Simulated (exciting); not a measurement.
# Si2Ni (Fm-3m) in exciting: reference runs

How does Si2Ni come out in PBE? The cell is run as given.

Program: exciting (release sodium). These are calculated values, not measurements. Logs are shortened: lines on timing, memory, paths and dates and some standing lists are left out, and cuts for length are marked.

## Step 1: The crystal as given

The structure is cubic, space group Fm-3m (No. 225). Conventional cell: a = 5.406 Å, b = 5.406 Å, c = 5.406 Å, α = 90.00°, β = 90.00°, γ = 90.00°. Ni (site symmetry m-3m) is surrounded by 8 Si at 2.34 Å. Around Si (site symmetry -43m) lie 4 Ni at 2.34 Å.

## Step 2: Single point, PBE, collinear spin, ferromagnetic start

The input, input.xml:

```xml
<input>
  <title>Si2Ni</title>
  <structure speciespath="./" tshift="false">
    <crystal scale="1">
      <basevect>0.000000000000 7.223703478419 0.000000000000</basevect>
      <basevect>-5.898129191682 3.611851739115 2.085303573858</basevect>
      <basevect>0.000000000000 3.611851739115 6.255910721762</basevect>
    </crystal>
    <species speciesfile="Ni.xml" rmt="2">
      <atom coord="0.000000000000 0.000000000000 0.000000000000" bfcmt="0 0 -8"/>
    </species>
    <species speciesfile="Si.xml" rmt="2">
      <atom coord="0.750000000000 0.750000000000 0.750000000000" bfcmt="0 0 0"/>
      <atom coord="0.250000000000 0.250000000000 0.250000000000" bfcmt="0 0 0"/>
    </species>
  </structure>
  <groundstate do="fromscratch" ngridk="9 9 9" rgkmax="9" gmaxvr="14" lmaxapw="10" lmaxmat="10" lmaxvr="8" xctype="GGA_PBE" stype="Fermi Dirac" swidth="0.00183747" nempty="28" ValenceRelativity="iora*" epsengy="1e-05" epspot="1e-05" maxscl="90" tforce="true" outputlevel="normal">
    <spin reducebf="0.5"/>
  </groundstate>
  <properties>
    <chargedensityplot>
      <plot3d>
        <box grid="20 20 20">
          <origin coord="0 0 0"/>
          <point coord="1 0 0"/>
          <point coord="0 1 0"/>
          <point coord="0 0 1"/>
        </box>
      </plot3d>
    </chargedensityplot>
    <elfplot>
      <plot3d>
        <box grid="20 20 20">
          <origin coord="0 0 0"/>
          <point coord="1 0 0"/>
          <point coord="0 1 0"/>
          <point coord="0 0 1"/>
        </box>
      </plot3d>
    </elfplot>
    <exccplot>
      <plot3d>
        <box grid="20 20 20">
          <origin coord="0 0 0"/>
          <point coord="1 0 0"/>
          <point coord="0 1 0"/>
          <point coord="0 0 1"/>
        </box>
      </plot3d>
    </exccplot>
  </properties>
</input>
```

Potentials or basis: all-electron LAPW+lo, shipped species files, valence relativity iora*.

Launch:

```bash
> OMP_NUM_THREADS=1 exciting_smp
```

INFO.OUT:

```text
================================================================================
EXCITING SODIUM started
All units are atomic (Hartree, Bohr, etc.)
================================================================================

********************************************************************************
* Ground-state run starting from atomic densities                              *
********************************************************************************

++++++++++++++++++++++++++++++++++++++++++++++++++++++++++++++++++++++++++++++++
+ Starting initialization                                                      +
++++++++++++++++++++++++++++++++++++++++++++++++++++++++++++++++++++++++++++++++

 Lattice vectors (cartesian) :
      0.0000000000      7.2237034784      0.0000000000
     -5.8981291917      3.6118517391      2.0853035739
      0.0000000000      3.6118517391      6.2559107218

 Reciprocal lattice vectors (cartesian) :
      0.3550948164      0.8698011105     -0.5021799053
     -1.0652844492      0.0000000000      0.0000000000
      0.3550948164     -0.0000000000      1.0043598105

 Unit cell volume                           :     266.5414364377
 Brillouin zone volume                      :       0.9306253345

 Species :    1 (Ni)
     parameters loaded from                 :    Ni.xml
     name                                   :    nickel
     nuclear charge                         :     -28.00000000
     electronic charge                      :      28.00000000
     atomic mass                            :  106991.52300000
     muffin-tin radius                      :       2.00000000
     # of radial points in muffin-tin       :     350

     atomic positions (lattice) :
       1 :   0.00000000  0.00000000  0.00000000

     magnetic fields (cartesian) :
       1 :   0.00000000  0.00000000 -8.00000000

 Species :    2 (Si)
     parameters loaded from                 :    Si.xml
     name                                   :    silicon
     nuclear charge                         :     -14.00000000
     electronic charge                      :      14.00000000
     atomic mass                            :   51196.73454000
     muffin-tin radius                      :       2.00000000
     # of radial points in muffin-tin       :     300

     atomic positions (lattice) :
       1 :   0.75000000  0.75000000  0.75000000
       2 :   0.25000000  0.25000000  0.25000000

     magnetic fields (cartesian) :
       1 :   0.00000000  0.00000000  0.00000000
       2 :   0.00000000  0.00000000  0.00000000

 Total number of atoms per unit cell        :       3

 Spin treatment                             :    spin-polarised
 Global magnetic field (cartesian) :        0.00000000   0.00000000   0.00000000
 collinear magnetisation in z-direction

 Number of Bravais lattice symmetries       :      48
 Number of crystal symmetries               :      48

 k-point grid                               :       9    9    9
 Total number of k-points                   :      35
 k-point set is reduced with crystal symmetries

 R^MT_min * |G+k|_max (rgkmax)              :       9.00000000
 Species with R^MT_min                      :       1 (Ni)
 Maximum |G+k| for APW functions            :       4.50000000
 Maximum |G| for potential and density      :      14.00000000

 G-vector grid sizes                        :      36    36    36
 Total number of G-vectors                  :   12339

 Maximum angular momentum used for
     APW functions                          :      10
     computing H and O matrix elements      :      10
     potential and density                  :       8
     inner part of muffin-tin               :       2

 Total nuclear charge                       :     -56.00000000
 Total electronic charge                    :      56.00000000
 Total core charge                          :      32.00000000
 Total valence charge                       :      24.00000000

 Number of empty states                     :      28
 Total number of valence states             :      82

 Maximum Hamiltonian size                   :     440
 Maximum number of plane-waves              :     420
 Total number of local-orbitals             :      20

 Exchange-correlation type                  :      20
     Perdew-Burke-Ernzerhof, Phys. Rev. Lett. 77, 3865 (1996)
     Generalised gradient approximation (GGA)

 Smearing scheme                            :    Fermi-Dirac
 Smearing width                             :       0.00183747

 Using multisecant Broyden potential mixing

++++++++++++++++++++++++++++++++++++++++++++++++++++++++++++++++++++++++++++++++
+ Ending initialization                                                        +
++++++++++++++++++++++++++++++++++++++++++++++++++++++++++++++++++++++++++++++++

********************************************************************************
* Groundstate module started                                                   *
********************************************************************************
 Output level for this task is set to normal

++++++++++++++++++++++++++++++++++++++++++++++++++++++++++++++++++++++++++++++++
+ Self-consistent loop started                                                 +
++++++++++++++++++++++++++++++++++++++++++++++++++++++++++++++++++++++++++++++++
 Density and potential initialised from atomic data

++++++++++++++++++++++++++++++++++++++++++++++++++++++++++++++++++++++++++++++++
+ SCF iteration number :    1                                                  +
++++++++++++++++++++++++++++++++++++++++++++++++++++++++++++++++++++++++++++++++
 Total energy                               :     -2111.43778894
 _______________________________________________________________
 Fermi energy                               :         0.35082875
 Kinetic energy                             :      2120.84602455
 Coulomb energy                             :     -4126.33447742
 Exchange energy                            :      -103.46613642
 Correlation energy                         :        -2.48319965
 No external B-field energy in total energy
[... 699 lines left out ...]
 RMS change in effective potential (target) :  0.147600E-07  ( 0.100000E-04)
 Absolute change in total energy   (target) :  0.121148E-05  ( 0.100000E-04)
 Charge distance                   (target) :  0.244859E-08  ( 0.100000E-04)
 Abs. change in max-nonIBS-force   (target) :   0.00000      ( 0.500000E-04)

++++++++++++++++++++++++++++++++++++++++++++++++++++++++++++++++++++++++++++++++
| Convergency criteria checked for the last 2 iterations                       +
| Convergence targets achieved. Performing final SCF iteration                 +
++++++++++++++++++++++++++++++++++++++++++++++++++++++++++++++++++++++++++++++++
 Total energy                               :     -2100.94378062
 _______________________________________________________________
 Fermi energy                               :         0.36654094
 Kinetic energy                             :      2126.81488809
 Coulomb energy                             :     -4122.29807949
 Exchange energy                            :      -102.98034694
 Correlation energy                         :        -2.48024229
 No external B-field energy in total energy

 DOS at Fermi energy (states/Ha/cell)       :        23.98192851
[... 13 lines left out ...]
 Moments :
     interstitial                           :        -0.00000069
     moment in muffin-tin spheres :
                  atom     1    Ni          :         0.00000312
                  atom     2    Si          :        -0.00000012
                  atom     3    Si          :        -0.00000012
     total moment in muffin-tins            :         0.00000287
     total moment                           :         0.00000219

++++++++++++++++++++++++++++++++++++++++++++++++++++++++++++++++++++++++++++++++
+ Self-consistent loop stopped                                                 +
++++++++++++++++++++++++++++++++++++++++++++++++++++++++++++++++++++++++++++++++
 STATE.OUT is written

--------------------------------------------------------------------------------
- Writing atomic positions and forces                                          -
--------------------------------------------------------------------------------

 Atomic positions (lattice) :
 atom     1  Ni  :     0.00000000    0.00000000    0.00000000
 atom     2  Si  :     0.75000000    0.75000000    0.75000000
 atom     3  Si  :     0.25000000    0.25000000    0.25000000

 Total atomic forces including IBS (cartesian) :
 atom     1  Ni  :     0.00000000   -0.00000000    0.00000000
 atom     2  Si  :    -0.00000000    0.00000000   -0.00000000
 atom     3  Si  :     0.00000000   -0.00000000    0.00000000

 Atomic force components including IBS (cartesian) :
 atom     1  Ni  :     0.00000000   -0.00000000    0.00000000   HF force
                 :     0.00000000   -0.00000000   -0.00000000   core correction
                 :    -0.00000000   -0.00000000    0.00000000   IBS correction
 atom     2  Si  :    -0.00000000   -0.00000000   -0.00000000   HF force
                 :    -0.00000000    0.00000000    0.00000000   core correction
                 :     0.00000000   -0.00000000   -0.00000000   IBS correction
 atom     3  Si  :     0.00000000    0.00000000    0.00000000   HF force
                 :     0.00000000   -0.00000000   -0.00000000   core correction
                 :    -0.00000000    0.00000000    0.00000000   IBS correction

********************************************************************************
* Groundstate module stopped                                                   *
********************************************************************************

--------------------------------------------------------------------------------
- CAUTION! Warnings have been written in file WARNING.OUT !                    -
--------------------------------------------------------------------------------
================================================================================
| EXCITING SODIUM stopped                                                      =
================================================================================
```

Wall time 10 min (1 thread of Arm Neoverse N1, shared host); peak memory 0.2 GiB.

What came out:

- Free energy: -57169.6003 eV
- Band gap on the k mesh: none (metal or under the smearing width)
- Net moment: 0.00 μB per cell
- All electrons inside the program's atomic spheres: Ni 26.56; Si 11.73 (radii Ni 2.0, Si 2.0 bohr)

Caveat: the log's total energy holds no entropy term; the free energy is that total less TS from the occupations; the starting moments collapsed, and a magnetic state may lie lower.
